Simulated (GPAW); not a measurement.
As:

```
CELL_PARAMETERS angstrom
1.88080 1.08588 3.51406
-1.88080 1.08588 3.51406
0.00000 -2.17176 3.51406
ATOMIC_POSITIONS crystal
As 0.22600 0.22600 0.22600
As 0.77400 0.77400 0.77400
```

Program: GPAW 26.7.0. Alike in all runs: no spin polarisation; cell as given; cutoff (eV) 600.

**Question.** Order these runs on this cell by their pressure, lowest first.
A. level RPBE; potentials or basis the program's PAW data sets (release 1.2.1) made for this functional, pw; k mesh 9 × 9 × 9; smearing gaussian 0.05 eV
B. level PBEsol; potentials or basis PAW data sets generated in the run's folder for this functional, pw; k mesh 9 × 9 × 9; smearing fermi-dirac 0.05 eV
C. level LDA; potentials or basis PAW data sets generated in the run's folder for this functional, pw; k mesh 6 × 6 × 6; smearing fermi-dirac 0.05 eV; band path GLB1,BZGX,QFP1Z,LP; band points 60
D. level PBE; potentials or basis PAW data sets generated in the run's folder for this functional, pw; k mesh 6 × 6 × 6; smearing fermi-dirac 0.05 eV; band path GLB1,BZGX,QFP1Z,LP; band points 100

**Answer.** C (-1.3 GPa), B (0.5 GPa), D (3.8 GPa), A (5.7 GPa).

Not every run made on this cell is shown here.
